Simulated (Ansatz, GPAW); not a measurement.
## A Ga chain with two Ti atoms in line: relaxation, then transmission at several levels

Wanted: T(E) of a Ga chain with two Ti atoms in line at a relaxed geometry in two programs, beside the unrelaxed structure.

Calculated with GPAW 26.7.0 and Ansatz 0.2.0; Ansatz plane waves; relaxation of the junction with the lead ends held, in the first sound run; inputs show where later runs differ.

**1. The starting structure**

The cell holds 14 atoms: 12 Ga and 2 Ti. Cell: a = 9.000 Å, b = 9.000 Å, c = 35.151 Å, α = 90.0°, β = 90.0°, γ = 90.0°. Regions: left lead, 6 atoms (6 Ga); channel, 2 atoms (2 Ti); right lead, 6 atoms (6 Ga). Vacuum lies along a and b. The structure is stacked along c, and the current runs across the ab planes.

**2. Relaxation**

Transmission follows bond lengths closely, so the atoms between the held lead ends are relaxed first, from a slightly shaken start that lets symmetry break.

input.yaml reads:

```yaml
crystal:
  lattice:
    - [9.0, 0.0, 0.0]
    - [0.0, 9.0, 0.0]
    - [0.0, 0.0, 35.1514]
  atoms:
    - { symbol: Ga, position: [0.5, 0.5, 0.0362716705] }
    - { symbol: Ga, position: [0.5, 0.5, 0.1088150116] }
    - { symbol: Ga, position: [0.5, 0.5, 0.1813583527] }
    - { symbol: Ga, position: [0.5, 0.5, 0.2539016938] }
    - { symbol: Ga, position: [0.5023183992, 0.4967350861, 0.3251021379] }
    - { symbol: Ga, position: [0.4902500981, 0.4988225595, 0.400053147] }
    - { symbol: Ti, position: [0.5001102421, 0.5017061468, 0.4681576593] }
    - { symbol: Ti, position: [0.4970595138, 0.5088409557, 0.5319672261] }
    - { symbol: Ga, position: [0.5012451769, 0.5091319361, 0.6009141152] }
    - { symbol: Ga, position: [0.5003809817, 0.4982937349, 0.6738404671] }
    - { symbol: Ga, position: [0.5, 0.5, 0.7460983062] }
    - { symbol: Ga, position: [0.5, 0.5, 0.8186416473] }
    - { symbol: Ga, position: [0.5, 0.5, 0.8911849884] }
    - { symbol: Ga, position: [0.5, 0.5, 0.9637283295] }
kpoints:
  mp_grid: { grid: [1, 1, 2] }
hamiltonian:
  xc: pbe
scf:
  occupations: { method: fermi_dirac, width: 0.1 }
relax:
  f_tol: 0.03
  max_steps: 80
  constraints: [{ sites: [0, 1, 2, 3, 10, 11, 12, 13] }]
```

The run is started by

```console
$ ansatz run input.yaml --threads 4 --pin off --max-ram 8192MiB --backend cpu --events-out ev --progress --plain --runs-dir out
```

Numbers of over 12 decimals in the logs are rounded to 6 here.

Output:

```text
Engine: ansatz 0.2.0, aarch64-unknown-linux-gnu
Pseudopotentials: kind: paw
Pseudopotential: Ga, paw, valence charge 13, recommended cutoff 420 eV (normal), Ga.paw.azcp
Pseudopotential: Ti, paw, valence charge 12, recommended cutoff 420 eV (normal), Ti.paw.azcp
Functional definition: PBE
  parameter kappa = 0.804
  parameter beta = 0.066725
  exchange = pbe_x(kappa = kappa, mu = beta*pi^2/3)
  correlation = pbe_c(beta = beta)
Crystal: 14 atoms, lattice volume = 2847.263 Å³
Basis set: ecut = 420 eV, 55633 PW (Γ), exchange–correlation on 128×128×480 points (8 copies of the dense FFT grid, shifted against one another)
Bands: 108, of which v1, the nominal top of the filled ones, is band 90 counted from 1 (89 counted from 0)
Symmetry: 1 space group operations
Space group: P1 (ITA 1), of the structure as read, at distance tolerance 1.4e-4 Å
k-points: 2
Non-local potential: Ga, projectors of the file, l = 0: 2, l = 1: 2, l = 2: 3, l = 3: 1
Non-local potential: Ti, projectors of the file, l = 0: 3, l = 1: 2, l = 2: 3, l = 3: 1
PAW form: soft (Blöchl's): semilocal exchange-correlation on the pseudo side does not see the compensation charge
PAW one-centre angular grid: Ga, 590 points (default); XC on 64 Gauss nodes
PAW one-centre angular grid: Ti, 590 points (default); XC on 64 Gauss nodes
Initial density: superposition of atomic densities (neutral atoms: chi_scale 0, normalization atom), corrected by the library's trained network
Initial wavefunctions: pseudopotential atomic-orbital guess
Functional: x = pbe(κ = 0.804, μ = 0.219515), c = pbe(β = 0.066725)
SCF iter   1: F=—  HF=-50373.371806 eV  |F-HF|=—  |Δ(HF+E_count)|=         —  Δρ=1.01e-2  dr2=1.69e1  ethr=1.77e-3  ⟨swp⟩=7.5  Hψ=811  notcnv=0
preconditioner: auto → LDOS  [metal: Δε(μ)=0.147 eV  Ē_g=12.839 eV  σ=0.100 eV  W_gap=0.35  n_scr=262 (ndim 8)  ℏωp=8.9 eV  f_vac=0.727  D(μ)=24.39/eV (n_scr^D=92)  β→1.0]
SCF iter   2: F=—  HF=-50373.241567 eV  |F-HF|=—  |Δ(HF+E_count)|=   1.30e-1  Δρ=1.17e-2  dr2=1.66e1  ethr=1.77e-3  ⟨swp⟩=3.0  Hψ=313  notcnv=0
SCF iter   3: F=—  HF=-50373.015841 eV  |F-HF|=—  |Δ(HF+E_count)|=   2.26e-1  Δρ=2.98e-3  dr2=1.01e0  ethr=1.77e-3  ⟨swp⟩=2.0  Hψ=224  notcnv=0
SCF iter   4: F=—  HF=-50373.010864 eV  |F-HF|=—  |Δ(HF+E_count)|=   4.98e-3  Δρ=7.37e-4  dr2=5.94e-2  ethr=5.59e-4  ⟨swp⟩=2.0  Hψ=248  notcnv=0
SCF iter   5: F=—  HF=-50373.014010 eV  |F-HF|=—  |Δ(HF+E_count)|=   3.15e-3  Δρ=4.31e-4  dr2=1.78e-2  ethr=3.30e-5  ⟨swp⟩=2.0  Hψ=222  notcnv=0
SCF iter   6: F=—  HF=-50373.014321 eV  |F-HF|=—  |Δ(HF+E_count)|=   3.11e-4  Δρ=3.57e-4  dr2=1.19e-2  ethr=9.88e-6  ⟨swp⟩=1.5  Hψ=217  notcnv=0
SCF iter   7: F=—  HF=-50373.014017 eV  |F-HF|=—  |Δ(HF+E_count)|=   3.04e-4  Δρ=1.83e-4  dr2=4.48e-3  ethr=6.59e-6  ⟨swp⟩=1.0  Hψ=216  notcnv=0
SCF iter   8: F=—  HF=-50373.013923 eV  |F-HF|=—  |Δ(HF+E_count)|=   9.38e-5  Δρ=4.16e-5  dr2=1.45e-4  ethr=2.49e-6  ⟨swp⟩=1.0  Hψ=216  notcnv=0
SCF iter   9: F=—  HF=-50373.013927 eV  |F-HF|=—  |Δ(HF+E_count)|=   3.99e-6  Δρ=5.74e-5  dr2=4.46e-4  ethr=8.03e-8  ⟨swp⟩=2.0  Hψ=313  notcnv=0
SCF iter  10: F=—  HF=-50373.013923 eV  |F-HF|=—  |Δ(HF+E_count)|=   3.92e-6  Δρ=3.09e-5  dr2=1.39e-4  ethr=8.03e-8  ⟨swp⟩=1.0  Hψ=216  notcnv=0
SCF iter  11: F=-50373.013920 eV  HF=-50373.013921 eV  |F-HF|=9.46e-7  |Δ(HF+E_count)|=   2.00e-6  Δρ=4.47e-6  dr2=1.47e-6  ethr=1.25e-8  ⟨swp⟩=3.0  Hψ=639  notcnv=0
SCF 1 converged in 11 iterations: F = -50373.013920 eV  dr2 = 1.47e-6
  greatest PAW one-centre occupation: 0.999 electrons in one spin orbital (limit 2), on the Ti atom at site 7 (counted from 0), in its partial waves of l = 0
relax step   1: F+E_penalty+E_count = -50373.01392023 eV  Δ(F+E_penalty+E_count) = +0.000e0 eV  max|allowed force component| = 3.453e0 eV/Å  Δτ_max = 0.0000 Å  (11 SCF iters, dr2 threshold 2.25e-5 eV, accepted)
Initial density: handed on by an earlier stage of this run
Initial wavefunctions: those handed on with the density
SCF iter   1: F=—  HF=-50373.787887 eV  |F-HF|=—  |Δ(HF+E_count)|=         —  Δρ=7.04e-3  dr2=6.18e0  ethr=3.10e-3  ⟨swp⟩=4.0  Hψ=371  notcnv=0
preconditioner: auto → LDOS  [metal: Δε(μ)=0.090 eV  Ē_g=12.780 eV  σ=0.100 eV  W_gap=0.21  n_scr=262 (ndim 8)  ℏωp=8.9 eV  f_vac=0.734  D(μ)=35.48/eV (n_scr^D=156)  β→1.0]
SCF iter   2: F=—  HF=-50373.620478 eV  |F-HF|=—  |Δ(HF+E_count)|=   1.67e-1  Δρ=2.12e-3  dr2=2.89e-1  ethr=3.10e-3  ⟨swp⟩=2.5  Hψ=264  notcnv=0
SCF iter   3: F=—  HF=-50373.632044 eV  |F-HF|=—  |Δ(HF+E_count)|=   1.16e-2  Δρ=1.49e-3  dr2=1.35e-1  ethr=1.61e-4  ⟨swp⟩=2.0  Hψ=432  notcnv=0
SCF iter   4: F=—  HF=-50373.618660 eV  |F-HF|=—  |Δ(HF+E_count)|=   1.34e-2  Δρ=3.51e-4  dr2=6.33e-3  ethr=7.52e-5  ⟨swp⟩=2.0  Hψ=400  notcnv=0
SCF iter   5: F=—  HF=-50373.618503 eV  |F-HF|=—  |Δ(HF+E_count)|=   1.57e-4  Δρ=1.86e-4  dr2=2.78e-3  ethr=3.52e-6  ⟨swp⟩=2.0  Hψ=397  notcnv=0
SCF iter   6: F=—  HF=-50373.618481 eV  |F-HF|=—  |Δ(HF+E_count)|=   2.25e-5  Δρ=9.77e-5  dr2=8.15e-4  ethr=1.54e-6  ⟨swp⟩=2.0  Hψ=349  notcnv=0
SCF iter   7: F=—  HF=-50373.618382 eV  |F-HF|=—  |Δ(HF+E_count)|=   9.81e-5  Δρ=5.32e-5  dr2=3.06e-4  ethr=4.53e-7  ⟨swp⟩=2.0  Hψ=377  notcnv=0
SCF iter   8: F=-50373.618356 eV  HF=-50373.618371 eV  |F-HF|=1.47e-5  |Δ(HF+E_count)|=   1.16e-5  Δρ=1.68e-5  dr2=2.01e-5  ethr=5.56e-8  ⟨swp⟩=2.5  Hψ=775  notcnv=0
SCF 2 converged in 8 iterations: F = -50373.618356 eV  dr2 = 2.01e-5
relax step   2: F+E_penalty+E_count = -50373.61835612 eV  Δ(F+E_penalty+E_count) = -6.044e-1 eV  max|allowed force component| = 2.879e0 eV/Å  Δτ_max = 0.1189 Å  (8 SCF iters, dr2 threshold 1.00e-4 eV, accepted)
SCF iter   1: F=—  HF=-50377.777100 eV  |F-HF|=—  |Δ(HF+E_count)|=         —  Δρ=2.60e-2  dr2=8.74e1  ethr=3.10e-3  ⟨swp⟩=6.5  Hψ=804  notcnv=0
preconditioner: auto → LDOS  [metal: Δε(μ)=0.136 eV  Ē_g=12.726 eV  σ=0.100 eV  W_gap=0.30  n_scr=262 (ndim 8)  ℏωp=8.9 eV  f_vac=0.734  D(μ)=26.71/eV (n_scr^D=102)  β→1.0]
SCF iter   2: F=—  HF=-50423.463639 eV  |F-HF|=—  |Δ(HF+E_count)|=    4.57e1  Δρ=4.93e-2  dr2=4.15e2  ethr=3.10e-3  ⟨swp⟩=9.0  Hψ=855  notcnv=0  recentre
SCF iter   3: F=—  HF=-50375.901311 eV  |F-HF|=—  |Δ(HF+E_count)|=    4.76e1  Δρ=1.67e-2  dr2=3.67e1  ethr=3.10e-3  ⟨swp⟩=5.0  Hψ=563  notcnv=0
SCF iter   4: F=—  HF=-50374.627865 eV  |F-HF|=—  |Δ(HF+E_count)|=    1.27e0  Δρ=9.66e-3  dr2=1.04e1  ethr=3.10e-3  ⟨swp⟩=2.0  Hψ=261  notcnv=0
SCF iter   5: F=—  HF=-50374.210112 eV  |F-HF|=—  |Δ(HF+E_count)|=   4.18e-1  Δρ=8.01e-3  dr2=8.20e0  ethr=3.10e-3  ⟨swp⟩=2.0  Hψ=235  notcnv=0
SCF iter   6: F=—  HF=-50374.725417 eV  |F-HF|=—  |Δ(HF+E_count)|=   5.15e-1  Δρ=1.81e-2  dr2=5.23e1  ethr=3.10e-3  ⟨swp⟩=4.0  Hψ=569  notcnv=0  recentre
SCF iter   7: F=—  HF=-50374.101848 eV  |F-HF|=—  |Δ(HF+E_count)|=   6.24e-1  Δρ=1.01e-2  dr2=1.48e1  ethr=3.10e-3  ⟨swp⟩=1.5  Hψ=252  notcnv=0
SCF iter   8: F=—  HF=-50373.888548 eV  |F-HF|=—  |Δ(HF+E_count)|=   2.13e-1  Δρ=4.58e-3  dr2=2.94e0  ethr=3.10e-3  ⟨swp⟩=1.0  Hψ=216  notcnv=0
SCF iter   9: F=—  HF=-50373.833206 eV  |F-HF|=—  |Δ(HF+E_count)|=   5.53e-2  Δρ=4.24e-4  dr2=8.88e-3  ethr=1.63e-3  ⟨swp⟩=1.0  Hψ=216  notcnv=0
SCF iter  10: F=—  HF=-50373.836989 eV  |F-HF|=—  |Δ(HF+E_count)|=   3.78e-3  Δρ=1.12e-3  dr2=2.43e-1  ethr=4.94e-6  ⟨swp⟩=2.0  Hψ=404  notcnv=0
SCF iter  11: F=—  HF=-50373.835425 eV  |F-HF|=—  |Δ(HF+E_count)|=   1.56e-3  Δρ=9.02e-4  dr2=1.44e-1  ethr=4.94e-6  ⟨swp⟩=2.0  Hψ=223  notcnv=0
SCF iter  12: F=—  HF=-50373.833097 eV  |F-HF|=—  |Δ(HF+E_count)|=   2.33e-3  Δρ=2.09e-4  dr2=7.10e-3  ethr=4.94e-6  ⟨swp⟩=2.0  Hψ=221  notcnv=0
SCF iter  13: F=—  HF=-50373.832999 eV  |F-HF|=—  |Δ(HF+E_count)|=   9.81e-5  Δρ=6.50e-5  dr2=4.66e-4  ethr=3.95e-6  ⟨swp⟩=2.0  Hψ=253  notcnv=0
SCF iter  14: F=-50373.832908 eV  HF=-50373.832989 eV  |F-HF|=8.08e-5  |Δ(HF+E_count)|=   9.59e-6  Δρ=3.90e-5  dr2=8.64e-5  ethr=5.56e-8  ⟨swp⟩=3.0  Hψ=668  notcnv=0
SCF 3 converged in 14 iterations: F = -50373.832908 eV  dr2 = 8.64e-5
  greatest PAW one-centre occupation: 0.999 electrons in one spin orbital (limit 2), on the Ti atom at site 7 (counted from 0), in its partial waves of l = 1
relax step   3: F+E_penalty+E_count = -50373.83290828 eV  Δ(F+E_penalty+E_count) = -2.146e-1 eV  max|allowed force component| = 5.048e0 eV/Å  Δτ_max = 0.1980 Å  (14 SCF iters, dr2 threshold 1.00e-4 eV, accepted)
[... from here on, the SCF cycles and remarks between the steps are left out ...]
relax step   4: F+E_penalty+E_count = -50374.12003874 eV  Δ(F+E_penalty+E_count) = -2.871e-1 eV  max|allowed force component| = 1.093e0 eV/Å  Δτ_max = 0.1334 Å  (9 SCF iters, dr2 threshold 1.00e-4 eV, accepted)
relax step   5: F+E_penalty+E_count = -50374.17855753 eV  Δ(F+E_penalty+E_count) = -5.852e-2 eV  max|allowed force component| = 3.576e-1 eV/Å  Δτ_max = 0.2000 Å  (8 SCF iters, dr2 threshold 7.46e-5 eV, accepted)
relax step   6: F+E_penalty+E_count = -50374.22757952 eV  Δ(F+E_penalty+E_count) = -4.902e-2 eV  max|allowed force component| = 2.181e-1 eV/Å  Δτ_max = 0.1952 Å  (8 SCF iters, dr2 threshold 7.99e-6 eV, accepted)
relax step   7: F+E_penalty+E_count = -50374.26273467 eV  Δ(F+E_penalty+E_count) = -3.516e-2 eV  max|allowed force component| = 1.458e-1 eV/Å  Δτ_max = 0.1952 Å  (8 SCF iters, dr2 threshold 5.10e-6 eV, accepted)
relax step   8: F+E_penalty+E_count = -50374.28037378 eV  Δ(F+E_penalty+E_count) = -1.764e-2 eV  max|allowed force component| = 4.171e-2 eV/Å  Δτ_max = 0.2000 Å  (9 SCF iters, dr2 threshold 7.91e-6 eV, accepted)
relax step   9: F+E_penalty+E_count = -50374.28595929 eV  Δ(F+E_penalty+E_count) = -5.586e-3 eV  max|allowed force component| = 2.614e-2 eV/Å  Δτ_max = 0.1947 Å  (11 SCF iters, accepted)
relax step  10: F+E_penalty+E_count = -50374.28802073 eV  Δ(F+E_penalty+E_count) = -2.061e-3 eV  max|allowed force component| = 1.736e-2 eV/Å  Δτ_max = 0.0865 Å  (10 SCF iters, accepted)
relax step  11: F+E_penalty+E_count = -50374.28872467 eV  Δ(F+E_penalty+E_count) = -7.039e-4 eV  max|allowed force component| = 7.893e-3 eV/Å  Δτ_max = 0.0478 Å  (10 SCF iters, accepted)
SCF iter   1: F=—  HF=-50374.296006 eV  |F-HF|=—  |Δ(HF+E_count)|=         —  Δρ=9.00e-4  dr2=3.57e-2  ethr=2.27e-4  ⟨swp⟩=3.0  Hψ=486  notcnv=0
preconditioner: auto → LDOS  [metal: Δε(μ)=0.001 eV  Ē_g=12.834 eV  σ=0.100 eV  W_gap=0.00  n_scr=262 (ndim 8)  ℏωp=8.9 eV  f_vac=0.732  D(μ)=29.40/eV (n_scr^D=110)  β→1.0]
SCF iter   2: F=—  HF=-50374.298759 eV  |F-HF|=—  |Δ(HF+E_count)|=   2.75e-3  Δρ=8.90e-4  dr2=4.34e-2  ethr=1.98e-5  ⟨swp⟩=3.0  Hψ=470  notcnv=0
SCF iter   3: F=—  HF=-50374.289181 eV  |F-HF|=—  |Δ(HF+E_count)|=   9.58e-3  Δρ=1.87e-4  dr2=8.32e-4  ethr=1.98e-5  ⟨swp⟩=2.0  Hψ=429  notcnv=0
SCF iter   4: F=—  HF=-50374.289021 eV  |F-HF|=—  |Δ(HF+E_count)|=   1.60e-4  Δρ=6.06e-5  dr2=8.65e-5  ethr=4.62e-7  ⟨swp⟩=2.0  Hψ=385  notcnv=0
SCF iter   5: F=—  HF=-50374.288940 eV  |F-HF|=—  |Δ(HF+E_count)|=   8.12e-5  Δρ=1.11e-5  dr2=6.80e-6  ethr=4.80e-8  ⟨swp⟩=2.0  Hψ=401  notcnv=0
SCF iter   6: F=—  HF=-50374.288944 eV  |F-HF|=—  |Δ(HF+E_count)|=   4.11e-6  Δρ=3.52e-6  dr2=1.34e-6  ethr=3.78e-9  ⟨swp⟩=2.0  Hψ=397  notcnv=0
SCF iter   7: F=—  HF=-50374.288944 eV  |F-HF|=—  |Δ(HF+E_count)|=   5.13e-7  Δρ=2.61e-6  dr2=3.17e-7  ethr=7.47e-10  ⟨swp⟩=2.0  Hψ=393  notcnv=0
SCF iter   8: F=-50374.288944 eV  HF=-50374.288944 eV  |F-HF|=1.10e-8  |Δ(HF+E_count)|=   4.77e-8  Δρ=8.10e-7  dr2=1.85e-8  ethr=5.56e-11  ⟨swp⟩=5.0  Hψ=758  notcnv=0
SCF 12 converged in 8 iterations: F = -50374.288944 eV  dr2 = 1.85e-8
relax step  12: F+E_penalty+E_count = -50374.28894436 eV  Δ(F+E_penalty+E_count) = -2.197e-4 eV  max|allowed force component| = 4.484e-3 eV/Å  Δτ_max = 0.0389 Å  (8 SCF iters, accepted)
SCF converged after 8 iterations
Free energy (F): -50374.288944 eV
Harris-Foulkes:  -50374.288944 eV  (|F-HF|=1.10e-8)
Internal energy: -50373.360694 eV  (E = F + TS)
E sigma→0 (E₀):  -50373.824819 eV
Entropy (-TS):   -0.928250 eV (-66.304 meV/atom)
Fermi energy:    -2.417179 eV
--- Per-component energies (eV) ---
  E_band       = -3001.686636
  E_kinetic    = 1908.356702
  E_local      = -52734.018083  (includes V_loc(G=0)·N_el)
  E_nonlocal   = 5074.659950
  E_hartree    = 24418.007779
  E_xc         = -1004.699092
  E_vxc        = -907.315926  (∫ρ·V_xc dr)
  E_paw        = -25904.349517  (= ΣΔE_a)
  E_vpaw       = -5179.384886  (= ΣTr[D̂ρ^β])
  E_aug_tail   = -0.001148  (compensation charges beyond the density's cutoff)
  E_ewald      = -2131.317286
  E_smearing   = -0.928250  (= −TS)
  E_closure    = 0.000000  (closes the sum)
  Σ components = -50374.288944   (vs F -50374.288944, Δ=0.00e0)
--- Forces (eV/Å), atoms counted from 1 ---
  atom   1  Ga    -0.08316994    -0.01415485     0.04135696
  atom   2  Ga     0.01490489     0.00286313     0.03721865
  atom   3  Ga     0.12931772    -0.02777494    -0.00841943
  atom   4  Ga    -0.12617993     0.02167494     0.25760751
  atom   5  Ga     0.00015423    -0.00246599    -0.00156785
  atom   6  Ga    -0.00065826     0.00092713     0.00142393
  atom   7  Ti    -0.00251701    -0.00185944    -0.00393287
  atom   8  Ti     0.00260068    -0.00018803     0.00448440
  atom   9  Ga     0.00071019     0.00141088    -0.00297542
  atom  10  Ga     0.00048738    -0.00235929     0.00364664
  atom  11  Ga     0.09305174     0.08838314    -0.25865040
  atom  12  Ga    -0.09145534    -0.09519707     0.00855885
  atom  13  Ga    -0.01437446    -0.00601905    -0.03759391
  atom  14  Ga     0.07698416     0.03477687    -0.04111658
  max |Σ_I F_I| component: 1.44e-4 eV/Å
--- Relaxed structure (12 steps of the walk, 12 accepted, 0 SCFs on fresh bases) ---
  F+E_penalty+E_count = -50374.28894436 eV   max|allowed force component| = 4.484e-3 eV/Å
  atoms:
    - { symbol: Ga, position: [0.5, 0.5, 0.036272] }
    - { symbol: Ga, position: [0.5, 0.5, 0.108815] }
    - { symbol: Ga, position: [0.5, 0.5, 0.1813583527] }
    - { symbol: Ga, position: [0.5, 0.5, 0.2539016938] }
    - { symbol: Ga, position: [0.602059, 0.470073, 0.321432] }
    - { symbol: Ga, position: [0.512156, 0.485961, 0.391786] }
    - { symbol: Ti, position: [0.513083, 0.477229, 0.473245] }
    - { symbol: Ti, position: [0.502573, 0.474040, 0.526732] }
    - { symbol: Ga, position: [0.498367, 0.481861, 0.608198] }
    - { symbol: Ga, position: [0.432305, 0.418442, 0.678518] }
    - { symbol: Ga, position: [0.5, 0.5, 0.7460983062] }
    - { symbol: Ga, position: [0.5, 0.5, 0.8186416473] }
    - { symbol: Ga, position: [0.5, 0.5, 0.891185] }
    - { symbol: Ga, position: [0.5, 0.5, 0.9637283295] }
```

Wall time 1.7 min (4 threads of Arm Neoverse V2, shared host); peak memory 3.5 GiB.

The steps of the relaxation:

| step | energy less that of the first step (eV) | largest force component (eV/Å) |
| --- | --- | --- |
| 1 | 0.0000 | 3.4534 |
| 2 | -0.6044 | 2.8788 |
| 3 | -0.8190 | 5.0482 |
| 4 | -1.1061 | 1.0926 |
| 5 | -1.1646 | 0.3576 |
| 6 | -1.2137 | 0.2181 |
| 7 | -1.2488 | 0.1458 |
| 8 | -1.2665 | 0.0417 |
| 9 | -1.2720 | 0.0261 |
| 10 | -1.2741 | 0.0174 |
| 11 | -1.2748 | 0.0079 |
| 12 | -1.2750 | 0.0045 |

The atoms that moved most (Å):

| atom | dx | dy | dz | length |
| --- | --- | --- | --- | --- |
| Ga10 | -0.613 | -0.719 | 0.164 | 0.959 |
| Ga5 | 0.898 | -0.240 | -0.129 | 0.938 |
| Ga6 | 0.197 | -0.116 | -0.291 | 0.370 |
| Ti8 | 0.050 | -0.313 | -0.184 | 0.367 |
| Ga9 | -0.026 | -0.245 | 0.256 | 0.356 |
| Ti7 | 0.117 | -0.220 | 0.179 | 0.307 |

Numbers from this step:

```yaml
free_energy: -50374.2889 eV
smearing_term_ts: 0.9282 eV
symmetry_operations: 1
```

The relaxation lowered the energy of the cell by 1.28 eV.

(Part 1 of 4 ends here.)

[Logs are printed without paths, hosts, clocks, repeated set-up lines and the standing remarks that a program may print on its own settings, such as how far it seeks lower states.]

[Hosts, paths, dates, database ids (printed as entryN), source tags and the programs' standing remarks are cut or masked in the printed files.]
